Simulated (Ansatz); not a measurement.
Input of an Ansatz 0.2.0 run:

input.yaml

```yaml
crystal:
  lattice:
    - [0.0, 3.018, 3.018]
    - [3.018, 0.0, 3.018]
    - [3.018, 3.018, 0.0]
  atoms:
    - { symbol: In, position: [0.0, 0.0, 0.0] }
    - { symbol: As, position: [0.75, 0.75, 0.75] }
hamiltonian:
  xc: pbe
  pseudopotentials: { kind: nc }
kpoints:
  mp_grid: { grid: [8, 8, 8] }
  band_path:
    path:
      - [[0.0, 0.0, 0.0], [0.5, 0.0, 0.5], [0.5, 0.25, 0.75], [0.375, 0.375, 0.75], [0.0, 0.0, 0.0], [0.5, 0.5, 0.5], [0.625, 0.25, 0.625], [0.5, 0.25, 0.75], [0.5, 0.5, 0.5], [0.375, 0.375, 0.75]]
      - [[0.625, 0.25, 0.625], [0.5, 0.0, 0.5]]
    npoints: 14
scf:
  occupations: { method: fermi_dirac, width: 0.05 }
  n_extra_bands: 6
output:
  forces: true
  stress: true
  eigenvalues: true
  fatbands: false
```

Potentials or basis: Ansatz NC.

Run with:

```sh
$ ansatz run input.yaml --threads 2 --pin off --max-ram 5120MiB --backend cpu --events-out ev --progress --plain --runs-dir out
```

Problem. Estimate the band gap on the k mesh.

Solution. None (metal or under the smearing width).

Problem. Predict the pressure.

Solution. 4.4 GPa.

Levels at the corners of the path, in eV from the Fermi level:
```tsv
point	band 10	band 11	band 12	band 13	band 14	band 15	band 16	band 17	band 18	band 19
Γ	-14.37	-11.95	-0.22	-0.05	-0.05	-0.05	3.88	3.88	3.88	7.49
X	-14.35	-9.92	-5.90	-2.38	-2.38	1.50	2.02	9.17	9.27	9.27
W	-14.36	-9.87	-5.76	-3.02	-2.93	4.19	4.25	4.98	6.05	9.82
K	-14.36	-9.94	-5.77	-3.34	-2.01	2.07	4.24	7.29	7.40	7.77
Γ	-14.37	-11.95	-0.22	-0.05	-0.05	-0.05	3.88	3.88	3.88	7.49
L	-14.36	-10.47	-5.83	-1.04	-1.04	0.92	4.65	4.65	6.82	9.02
U	-14.36	-9.94	-5.77	-3.34	-2.01	2.07	4.24	7.29	7.40	7.77
W	-14.36	-9.87	-5.76	-3.02	-2.93	4.19	4.25	4.98	6.05	9.82
L	-14.36	-10.47	-5.83	-1.04	-1.04	0.92	4.65	4.65	6.82	9.02
K	-14.36	-9.94	-5.77	-3.34	-2.01	2.07	4.24	7.29	7.40	7.77
U	-14.36	-9.94	-5.77	-3.34	-2.01	2.07	4.24	7.29	7.40	7.77
X	-14.35	-9.92	-5.90	-2.38	-2.38	1.50	2.02	9.17	9.27	9.27
```

Caveat: spin-orbit coupling is left out, which moves the levels of the heavy elements; this crystal is a semiconductor, whose small gap the functional closes, so the metal is an error of the method.

**What was measured.**

From a printed reference work, data compilation, for a bulk crystal of InAs at 4.2 K: band gap 0.418 eV (direct).

Against the measured gap of InAs, 0.418 eV (direct; 4.2 K; a printed reference work, data compilation), the calculated 0.00 eV is off by -0.42 eV. Spin-orbit coupling on As, In is left out. The value is that of PBE on a finite k mesh, which can miss the band edges, without temperature or zero-point motion. Semilocal functionals fall short of measured gaps as a rule.
